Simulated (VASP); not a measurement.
# La (Pm-3m) in VASP: notebook, part 2 of 2

VASP 6.6.1.

## Step 3: Relaxation of cell and atoms, PBEsol

The input, INCAR:

```
  ALGO = Fast
  EDIFF = 1E-6
  EDIFFG = -0.01
  ENCUT = 600
  GGA = PS
  IBRION = 2
  ISIF = 3
  ISMEAR = 1
  LASPH = T
  LCHARG = F
  LREAL = F
  LWAVE = F
  NELM = 100
  NSW = 40
  PREC = Accurate
  SIGMA = 0.2
```

The input, KPOINTS:

```
k-points
0
Gamma
  8 8 8
```

The input, POSCAR:

```
La
1.0
    3.3187900000      0.0000000000      0.0000000000
    0.0000000000      3.3187900000      0.0000000000
    0.0000000000      0.0000000000      3.3187900000
La
1
Direct
    0.5000000000      0.5000000000      0.5000000000
```

Potentials or basis: VASP PAW PBE potentials, release 64 (La).

Run with:

```bash
$ cat potpaw_PBE.64/La/POTCAR > POTCAR
$ mpirun -np 1 vasp_std > vasp.out
```

OUTCAR:

```text
EDIFF = 1E-6
   EDIFFG = -0.01
   ENCUT = 600
   GGA = PS
   IBRION = 2
   ISIF = 3
   ISMEAR = 1
   LASPH = T
   LREAL = F
   NELM = 100
   NSW = 40
   PREC = Accurate

 ion  position               nearest neighbor table
   1  0.500  0.500  0.500-

  LATTYP: Found a simple cubic cell.
 ALAT       =     3.3187900000

  Lattice vectors:

 A1 = (   3.3187900000,   0.0000000000,   0.0000000000)
 A2 = (   0.0000000000,   3.3187900000,   0.0000000000)
 A3 = (   0.0000000000,   0.0000000000,   3.3187900000)

Analysis of symmetry for initial positions (statically):
=====================================================================
 Subroutine PRICEL returns:
 Original cell was already a primitive cell.

 Routine SETGRP: Setting up the symmetry group for a
 simple cubic supercell.

 Subroutine GETGRP returns: Found 48 space group operations
 (whereof 48 operations were pure point group operations)
 out of a pool of 48 trial point group operations.

The static configuration has the point symmetry O_h .

Analysis of symmetry for dynamics (positions and initial velocities):
=====================================================================
 Subroutine PRICEL returns:
 Original cell was already a primitive cell.

 Routine SETGRP: Setting up the symmetry group for a
 simple cubic supercell.

 Subroutine GETGRP returns: Found 48 space group operations
 (whereof 48 operations were pure point group operations)
 out of a pool of 48 trial point group operations.

The dynamic configuration has the point symmetry O_h .

 Subroutine INISYM returns: Found 48 space group operations
 (whereof 48 operations are pure point group operations),
 and found     1 'primitive' translations

----------------------------------------------------------------------------------------

                                     Primitive cell

  volume of cell :      36.5544

  direct lattice vectors                    reciprocal lattice vectors
     3.318790000  0.000000000  0.000000000     0.301314636  0.000000000  0.000000000
     0.000000000  3.318790000  0.000000000     0.000000000  0.301314636  0.000000000
     0.000000000  0.000000000  3.318790000     0.000000000  0.000000000  0.301314636

  length of vectors
     3.318790000  3.318790000  3.318790000     0.301314636  0.301314636  0.301314636

  position of ions in fractional coordinates (direct lattice)
     0.500000000  0.500000000  0.500000000

  ion indices of the primitive-cell ions
   primitive index   ion index
                 1           1

----------------------------------------------------------------------------------------

 KPOINTS: k-points

Automatic generation of k-mesh.
 Grid dimensions read from file:
 generate k-points for:    8    8    8

 Generating k-lattice:

  Cartesian coordinates                     Fractional coordinates (reciprocal lattice)
     0.037664329  0.000000000  0.000000000     0.125000000  0.000000000  0.000000000
     0.000000000  0.037664329  0.000000000     0.000000000  0.125000000  0.000000000
     0.000000000  0.000000000  0.037664329     0.000000000  0.000000000  0.125000000

  Length of vectors
     0.037664329  0.037664329  0.037664329

  Shift w.r.t. Gamma in fractional coordinates (k-lattice)
     0.000000000  0.000000000  0.000000000

 Subroutine IBZKPT returns following result:
 ===========================================

 Found     35 irreducible k-points:

 Following reciprocal coordinates:
            Coordinates               Weight
  0.000000  0.000000  0.000000      1.000000
  0.125000  0.000000  0.000000      6.000000
  0.250000  0.000000  0.000000      6.000000
  0.375000  0.000000  0.000000      6.000000
  0.500000  0.000000  0.000000      3.000000
  0.125000  0.125000  0.000000     12.000000
[... 16 lines left out ...]
  0.375000  0.375000  0.125000     24.000000
  0.500000  0.375000  0.125000     24.000000
 [... further k-points ...]
   k-points           NKPTS =     35   k-points in BZ     NKDIM =     35   number of bands    NBANDS=      9
   number of dos      NEDOS =    301   number of ions     NIONS =      1
   total plane-waves  NPLWV =  21952
   dimension x,y,z NGX =    28 NGY =   28 NGZ =   28
   dimension x,y,z NGXF=    56 NGYF=   56 NGZF=   56
   ions per type =               1
   NGX,Y,Z   is equivalent  to a cutoff of  14.03, 14.03, 14.03 a.u.
   NGXF,Y,Z  is equivalent  to a cutoff of  28.05, 28.05, 28.05 a.u.
 SYSTEM =  unknown system
   PREC   = accura    normal or accurate (medium, high low for compatibility)
   ISTART =      0    job   : 0-new  1-cont  2-samecut
   ICHARG =      2    charge: 1-file 2-atom 10-const
   ISPIN  =      1    spin polarized calculation?
   LNONCOLLINEAR =      F non collinear calculations
   LSORBIT =      F    spin-orbit coupling
   LASPH  =      T    aspherical Exc in radial PAW
   ENCUT  =  600.0 eV  44.10 Ry    6.64 a.u.   6.63  6.63  6.63*2*pi/ulx,y,z
   NELM   =    100;   NELMIN=  2; NELMDL= -5     # of ELM steps
   EDIFF  = 0.1E-05   stopping-criterion for ELM
   LREAL  =      F    real-space projection
   EDIFFG = -.1E-01   stopping-criterion for IOM
   NSW    =     40    number of steps for IOM
   IBRION =      2    ionic relax: 0-MD 1-quasi-New 2-CG
   NFREE  =      1    steps in history (QN), initial steepest desc. (CG)
   ISIF   =      3    stress and relaxation
   ISYM   =      2    0-nonsym 1-usesym 2-fastsym
   POTIM  = 0.5000    time-step for ionic-motion
   TEBEG  =    0.0;   TEEND  =   0.0 temperature during run
   PSTRESS=    0.0 pullay stress
   NELECT =      11.0000    total number of electrons
   NUPDOWN=      -1.0000    fix difference up-down
   EMIN   =  10.00;   EMAX   =-10.00  energy-range for DOS
   EFERMI =   0.00;   METHOD = LEGACY
   ISMEAR =     1;   SIGMA  =   0.20  broadening in eV -4-tet -1-fermi 0-gaus
   EFERMI_NEDOS =   21; number of points for ismear=-14 and -15
   IALGO  =     68    algorithm
   IMIX   =      4    mixing-type and parameters
     AMIX     =   0.40;   BMIX     =  1.00
     AMIX_MAG =   1.60;   BMIX_MAG =  1.00
  volume/ion in A,a.u.               =      36.55       246.68
  Fermi-wavevector in a.u.,A,eV,Ry     =   1.097049  2.073122 16.374831  1.203516
  Thomas-Fermi vector in A             =   2.233402
   LORBIT       =      0    0 simple, 1 ext, 2 COOP (PROOUT), +10 PAW based schemes
   GGA     = PS    functional components
   LHFCALC =     F    Hartree Fock is set to
   AEXX    =    0.0000 exact exchange contribution
   IVDW    =     0    specifies the selected vdW correction
   LEPSILON=     F    determine dielectric tensor
   LRPA    =     F    only Hartree local field effects (RPA)
 conjugate gradient relaxation of ions
 non-spin polarized calculation
 RMM-DIIS sequential band-by-band and
 Methfessel and Paxton  Order N= 1 SIGMA  =   0.20
  energy-cutoff  :      600.00
  volume of cell :       36.55
 maximum number of plane-waves:      1236
 NGX is ok and might be reduce to    28
   NGX = 13   NGY = 13   NGZ = 13

--------------------------------------- Ionic step        1  -------------------------------------------

 number of electron      10.9999998 magnetization

 Free energy of the ion-electron system (eV)
  ---------------------------------------------------
  ext. energy  EPLUGINS =         0.00000000
  ---------------------------------------------------
  free energy    TOTEN  =        -4.83986535 eV

  energy without entropy =       -4.84168832  energy(sigma->0) =       -4.84047301

------------------------ aborting loop because EDIFF is reached ----------------------------------------

  FORCE on cell =-STRESS in cart. coord.  units (eV):
  Direction    XX          YY          ZZ          XY          YZ          ZX
  --------------------------------------------------------------------------------------
  -------------------------------------------------------------------------------------
  Total       -0.4838238     -0.4838238     -0.4838238      0.0000000      0.0000000     -0.0000000
  in kB      -21.2059853    -21.2059853    -21.2059853      0.0000000      0.0000000     -0.0000000
  external PRESSURE =     -21.2059853 kB  Pullay stress =       0.0000000 kB
[... 22 lines left out ...]
--------------------------------------- Ionic step        2  -------------------------------------------

 number of electron      11.0000001 magnetization

 E-fermi :   8.4551     XC(G=0):  -9.9816

 val. band max:        8.4287236680   @ k =   0.5000   0.2500   0.0000
 cond. band min:       8.5477103514   @ k =   0.3750   0.3750   0.2500
 fundamental gap:      0.1189866834
 Fermi energy:         8.4551025646

 k-point     1 :       0.0000    0.0000    0.0000
  band No.  band energies     occupation
      1     -24.5893      2.00000
      2      -7.0475      2.00000
      3      -7.0475      2.00000
      4      -7.0475      2.00000
      5       5.6162      2.00000
      6       7.1851      2.00000
      7       7.1851      2.00000
      8      10.5321     -0.00000
      9      10.6685     -0.00000
[... 310 lines left out ...]
--------------------------------------- Ionic step        3  -------------------------------------------

 number of electron      11.0000000 magnetization

 Free energy of the ion-electron system (eV)
  ---------------------------------------------------
  ext. energy  EPLUGINS =         0.00000000
  ---------------------------------------------------
  free energy    TOTEN  =        -4.86002896 eV

  energy without entropy =       -4.85920879  energy(sigma->0) =       -4.85975557

 E-fermi :   8.5466     XC(G=0): -10.0213

 val. band max:        8.5331914708   @ k =   0.5000   0.2500   0.0000
 cond. band min:       8.6357416614   @ k =   0.3750   0.3750   0.2500
 fundamental gap:      0.1025501906
 Fermi energy:         8.5465621404

 k-point     1 :       0.0000    0.0000    0.0000
  band No.  band energies     occupation
      1     -24.4922      2.00000
      2      -6.9204      2.00000
      3      -6.9204      2.00000
      4      -6.9204      2.00000
      5       5.7226      2.00000
      6       7.2635      2.00000
      7       7.2635      2.00000
      8      10.6474     -0.00000
      9      10.6477     -0.00000
[... 304 lines left out ...]
  FREE ENERGIE OF THE ION-ELECTRON SYSTEM (eV)
  ---------------------------------------------------
  free  energy   TOTEN  =        -4.8600289570 eV

  energy  without entropy=       -4.8592087912  energy(sigma->0) =       -4.85975557

 reached required accuracy - stopping structural energy minimisation
```

OSZICAR:

```text
N       E                     dE             d eps       ncg     rms          rms(c)
DAV:   1     0.106515860341E+03    0.10652E+03   -0.47639E+03   638   0.181E+03
DAV:   2     0.337787118213E+01   -0.10314E+03   -0.10193E+03   950   0.215E+02
DAV:   3    -0.416868725564E+01   -0.75466E+01   -0.72916E+01   906   0.929E+01
[... 77 lines left out ...]
RMM:  15    -0.486003465527E+01   -0.10132E-05   -0.41945E-05   630   0.726E-02    0.227E-02
RMM:  16    -0.486003302139E+01    0.16339E-05   -0.10103E-05   530   0.416E-02    0.175E-02
RMM:  17    -0.486003040290E+01    0.26185E-05   -0.19327E-05   724   0.580E-02    0.121E-02
RMM:  18    -0.486002879691E+01    0.16060E-05   -0.94397E-06   603   0.458E-02    0.585E-03
RMM:  19    -0.486002895701E+01   -0.16009E-06   -0.86305E-06   615   0.445E-02
   3 F= -.48600290E+01 E0= -.48597556E+01  d E =-.201636E-01
```

Wall time 48 s (1 thread of Intel Xeon 6975P-C (Granite Rapids), shared host); peak memory 0.18 GiB.

What came out:

```
Free energy                            : -4.8600 eV
Relaxed volume                         : 33.74 Å³/atom
Relaxed cell                           : a = 3.231 Å, b = 3.231 Å, c = 3.231 Å, α = 90.00°, β = 90.00°, γ = 90.00°
Space group after relaxing (to 0.05 Å) : Pm-3m (No. 221)
Energy gained by relaxing              : 20.2 meV/atom
Ionic steps                            : 3
Pressure after relaxing                : 0.0 GPa
Band gap on the k mesh                 : none (metal or under the smearing width)
```

Step by step:
```tsv
step	energy change (eV)	largest force (eV/Å)	pressure (GPa)	volume (Å³)
1	0.0000	0.0000	-2.12	36.55
2	-0.0198	0.0000	-0.30	34.05
3	-0.0202	0.0000	0.02	33.74
```

Final structure:
```
La
1.0
     3.23123    0.00000    0.00000
     0.00000    3.23123    0.00000
     0.00000    0.00000    3.23123
La
1
Direct
  0.50000 0.50000 0.50000
```

Levels at points of the mesh, in eV from the Fermi level:
```csv
k point,band 2,band 3,band 4,band 5,band 6,band 7,band 8,band 9
"(0.00, 0.00, 0.00)",-15.47,-15.47,-15.47,-2.82,-1.28,-1.28,2.10,2.10
"(0.50, 0.00, 0.00)",-17.85,-15.21,-15.21,-0.54,-0.36,0.99,1.50,2.26
"(0.50, 0.50, 0.00)",-17.46,-17.46,-14.97,-2.76,0.68,1.57,1.57,2.24
"(0.50, 0.50, 0.50)",-17.11,-17.11,-17.11,-1.30,-1.30,-1.30,1.22,2.22
```

Caveat: the PAW data sets were made with another functional, which shifts forces and pressure a little. The run has no spin-orbit coupling, so splittings on La are missing.

## Step 4: Relaxation of the atoms, PBE+U (cell strained at random at fixed volume)

The input, run.py:

```python
from ase.calculators.vasp import Vasp
from ase.io import read

atoms = read('La.cif')
calc = Vasp(
    directory='calc',
    xc='pbe',
    pp='PBE',
    setups='gw',
    prec='Accurate',
    encut=550,
    ediff=1e-06,
    ismear=1,
    sigma=0.2,
    lreal=False,
    lasph=True,
    nelm=100,
    algo='Normal',
    isif=2,
    lwave=False,
    lcharg=False,
    lmaxmix=6,
    ldautype=2,
    ldauprint=1,
    ibrion=2,
    nsw=40,
    ediffg=-0.005,
    ldau_luj={'La': {'L': 3, 'U': 6, 'J': 0}},
    kpts=[6, 6, 6],
    gamma=True,
)
atoms.calc = calc

print('energy (eV):', atoms.get_potential_energy())
print('free energy (eV):', atoms.get_potential_energy(force_consistent=True))
print('forces (eV/A):')
print(atoms.get_forces())
print('stress (eV/A^3, Voigt):', atoms.get_stress())
print('Fermi level (eV):', calc.get_fermi_level())
print('cell (A, degrees):', atoms.cell.cellpar())
print('volume (A^3):', atoms.get_volume())
print('scaled positions:')
print(atoms.get_scaled_positions())
```

The input, La.cif:

```cif
data_La
_cell_length_a 3.29697314
_cell_length_b 3.36923582
_cell_length_c 3.29156238
_cell_angle_alpha 89.33632427
_cell_angle_beta 90.92623274
_cell_angle_gamma 90.60808788
_space_group_name_H-M_alt 'P1'
_space_group_name_Hall 'P 1'
_space_group_IT_number 1
loop_
_space_group_symop_operation_xyz
'x,y,z'
loop_
_atom_site_label
_atom_site_type_symbol
_atom_site_symmetry_multiplicity
_atom_site_Wyckoff_symbol
_atom_site_fract_x
_atom_site_fract_y
_atom_site_fract_z
_atom_site_occupancy
La1 La 1 a 0.5234890000 0.4767590000 0.5280950000 1
```

Potentials or basis: VASP PAW PBE potentials, release 64 (La_GW).

Run with:

```bash
$ python run.py
```

It took 18 s on 1 thread of Intel Xeon 6975P-C (Granite Rapids), shared host; peak memory 0.2 GiB.

The run converged. Its results:

* Free energy: -4.0192 eV
* Pressure after relaxing: 2.0 GPa
* Band gap on the k mesh: none (metal or under the smearing width)

Stress tensor (GPa, compression positive):
```
 2.12 -0.18 -0.30
-0.18  1.90  0.20
-0.30  0.20  2.13
```

Final structure:
```cif
data_structure
_symmetry_space_group_name_H-M 'P 1'
_symmetry_Int_Tables_number 1
_cell_length_a 3.2970
_cell_length_b 3.3692
_cell_length_c 3.2916
_cell_angle_alpha 89.336
_cell_angle_beta 90.926
_cell_angle_gamma 90.608
_cell_volume 36.55
loop_
_atom_site_label
_atom_site_type_symbol
_atom_site_fract_x
_atom_site_fract_y
_atom_site_fract_z
_atom_site_occupancy
La1 La 0.52349 0.47676 0.52809 1
```

Levels at points of the mesh, in eV from the Fermi level:
| k point | band 2 | band 3 | band 4 | band 5 | band 6 | band 7 | band 8 | band 9 |
| --- | --- | --- | --- | --- | --- | --- | --- | --- |
| (0.00, 0.00, 0.00) | -16.11 | -15.97 | -15.94 | -2.90 | -1.22 | -1.21 | 4.14 | 4.23 |
| (0.50, 0.00, 0.00) | -17.95 | -15.90 | -15.75 | -0.70 | -0.35 | 1.61 | 2.56 | 3.08 |
| (0.00, 0.50, 0.00) | -17.82 | -15.80 | -15.78 | -0.81 | -0.49 | 1.55 | 3.01 | 3.43 |
| (0.50, 0.50, 0.00) | -17.69 | -17.51 | -15.59 | -2.47 | 0.39 | 3.37 | 3.45 | 4.15 |
| (0.00, 0.00, 0.50) | -17.96 | -15.90 | -15.75 | -0.69 | -0.34 | 1.61 | 2.56 | 3.25 |
| (0.50, 0.00, 0.50) | -17.66 | -17.61 | -15.70 | -2.53 | 0.57 | 3.32 | 3.40 | 3.46 |
| (0.00, 0.50, 0.50) | -17.70 | -17.50 | -15.60 | -2.47 | 0.40 | 3.37 | 3.46 | 3.77 |
| (0.50, 0.50, 0.50) | -17.43 | -17.38 | -17.22 | -1.33 | -1.13 | -1.02 | 2.75 | 4.28 |

Eigenvalues of the final occupation matrices:
| site | spin | trace | eigenvalues |
| --- | --- | --- | --- |
| site 1 f | 1 | 0.01 | 0.00 0.00 0.00 0.00 0.00 0.00 0.00 |
| site 1 f | 2 | 0.01 | 0.00 0.00 0.00 0.00 0.00 0.00 0.00 |

Caveat: the relaxation stopped at its first step, so nothing moved; U without spin polarisation on a metal has little footing; the U is typed as a test and isn't derived for this compound.

## Step 5: Overview

```csv
task,level,potentials or basis,U,cell,k mesh,cutoff (eV),optimiser,gap on the mesh (eV),pressure (GPa),relaxed volume (Å³/atom)
relaxation of cell and atoms,PBE,"VASP PAW PBE potentials, release 64 (La)",-,relaxed,8 × 8 × 8,600,-,none,0.0,36.61
relaxation of cell and atoms,PBEsol,"VASP PAW PBE potentials, release 64 (La)",-,relaxed,8 × 8 × 8,600,-,none,0.0,33.74
relaxation of the atoms,PBE+U,"VASP PAW PBE potentials, release 64 (La_GW)",La f U = 6 eV,atoms relaxed from: cell strained at random at fixed volume,6 × 6 × 6,550,vasp,none,2.0,-
```

Alike in all rows: no spin polarisation; smearing methfessel-paxton 0.2 eV.

Caveats: the PAW data sets were made with another functional, which shifts forces and pressure a little (some runs); the relaxation stopped at its first step, so nothing moved (some runs); U without spin polarisation on a metal has little footing (some runs); the U is typed as a test and isn't derived for this compound (some runs).

Absolute energies hang on the potentials; compare differences alone.
